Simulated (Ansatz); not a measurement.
²⁰⁹Bi nuclear quadrupole resonance in V₂Bi₄O₁₁

Cell: a Materials Project structure (computed, not necessarily an observed phase), taken as it stands.

```
V Bi O
1.0
     5.57609    0.00000    0.00000
     0.13941    5.65196    0.00000
     0.12187    2.81095    7.55570
V Bi O
2 4 11
Direct
  0.47273 0.51572 0.98687
  0.03570 0.94603 0.98339
  0.99617 0.61886 0.63783
  0.00523 0.26839 0.33532
  0.51923 0.17425 0.66076
  0.52141 0.84697 0.31097
  0.74989 0.47278 0.47590
  0.23687 0.94947 0.48970
  0.74911 0.96279 0.49370
  0.23808 0.45332 0.48490
  0.65621 0.74062 0.99110
  0.17053 0.64405 0.98396
  0.91140 0.94027 0.18178
  0.28649 0.10186 0.97901
  0.53921 0.48923 0.78356
  0.51907 0.28411 0.19124
  0.91009 0.12768 0.78481
```

Atoms are numbered from 1 in the order listed; like atoms form one site, named after its first atom.

Computed with Ansatz: DFT, r2SCAN, plane waves and PAW, scalar-relativistic, 500 eV cutoff, Γ-centred 4×4×3 k-points, Fermi–Dirac smearing 0.02 eV.

²⁰⁹Bi: I = 9/2, Q = -516.0 mb (year-2017 value). Static lattice, zero field.

Q: Predict the zero-field ²⁰⁹Bi lines of each site.

A: For I = 9/2 and η = 0 the lines are |C_Q|/24 times 1, 2, 3 and 4; η shifts the lowest up most. At large η the states mix, and weaker lines appear at sums of the main ones; lines under 5 % of the strongest are left out.

| site | atoms | V_zz (10²¹ V/m²) | C_Q (MHz) | η | line frequencies (MHz) |
| --- | --- | --- | --- | --- | --- |
| Bi3 | 3 | -27.6 | 345 | 0.18 | 17.9, 27.8, 42.8, 57.3 |
| Bi4 | 4 | -31.2 | 390 | 0.28 | 25.1, 30.5, 47.9, 55.6, 64.5 |
| Bi5 | 5 | -23.8 | 297 | 0.78 | 26.3, 32.7, 38.0, 47.0, 59.1 |
| Bi6 | 6 | -25.0 | 313 | 0.68 | 26.1, 35.5, 36.2, 50.1, 61.5 |

The largest force is 0.6 eV/Å, so the atoms aren't at the calculated equilibrium and relaxing them would move these values. Spin–orbit coupling is left out, which shifts gradients on Bi by a few per cent, and by more where contributions nearly cancel. Newer work puts Q(²⁰⁹Bi) near −420 mb, which would lower these couplings by about a fifth.

Hardware: 1 thread of AMD EPYC 7R43 64-Core Processor (Zen 3) (x86_64; 44 cores open to the job, memory cap 2.5 GiB, no GPU), a shared host with a load of 0.5 a core. Wall time 2.9 min, CPU time 2.9 min, peak memory 1.2 GiB.
